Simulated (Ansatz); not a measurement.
# Sr: course of a relaxation

Method: Ansatz, DFT r2SCAN, scalar-relativistic, plane waves, PAW. Run with 500 eV cutoff, 12×12×12 k-mesh, Gaussian smearing of 0.10 eV, no spin polarisation.

What was changed in Y: Y → Sr on all its sites, cell and atoms relaxed.

Command:

```bash
ansatz run input.yaml --threads 1 --pin off --max-ram 2560MiB --backend cpu --events-out ev --progress --plain --runs-dir out
```

Input:

```yaml
crystal:
  lattice:
    - [0.0, 3.0330092444, 3.0330092444]
    - [3.0330092444, 0.0, 3.0330092444]
    - [3.0330092444, 3.0330092444, 0.0]
  atoms:
    - { symbol: Sr, position: [0.0, 0.0, 0.0] }
basis:
  ecutwfc: 500
kpoints:
  mp_grid: { grid: [12, 12, 12] }
hamiltonian:
  xc: r2scan
scf:
  occupations: { method: gaussian, width: 0.1 }
output:
  forces: true
  stress: true
  eigenvalues: true
relax:
  adjacent_minimum: "off"
  f_tol: 0.01
  max_steps: 60
  cell: { stress_tol: 0.1 }
```

F is the free energy. Steps run on the plane waves of an earlier cell, but the last one, and at times one on the way, on a freshly chosen basis, so a repeated geometry can differ a little in energy.

Steps:

| step | F − F(1) (eV) | largest force component (eV/Å) | V (Å³/atom) | P (GPa) |
| --- | --- | --- | --- | --- |
| 1 | 0.0000 | 0.000 | 55.802 | 0.20 |
| 2 | -0.0003 | 0.000 | 56.107 | 0.13 |
| 3 | -0.0005 | 0.000 | 56.731 | 0.00 |
| 4 | -0.0006 | 0.000 | 56.731 | 0.00 |

Relaxed structure:

```yaml
crystal:
  lattice:
    - [0.00000, 3.04975, 3.04975]
    - [3.04975, 0.00000, 3.04975]
    - [3.04975, 3.04975, 0.00000]
  atoms:
    - { symbol: Sr, position: [0.00000, 0.00000, 0.00000] }
```

It takes space group Fm-3m (No. 225, cubic). Conventional cell: a = 6.099 Å, b = 6.099 Å, c = 6.099 Å, α = 90.00°, β = 90.00°, γ = 90.00°. Sr (site symmetry m-3m) is surrounded by 12 Sr at 4.31 Å.

The run converged. Time: 14 s on 1 thread of Intel(R) Xeon(R) Platinum 8488C (Sapphire Rapids) (shared host), peak memory 0.53 GiB.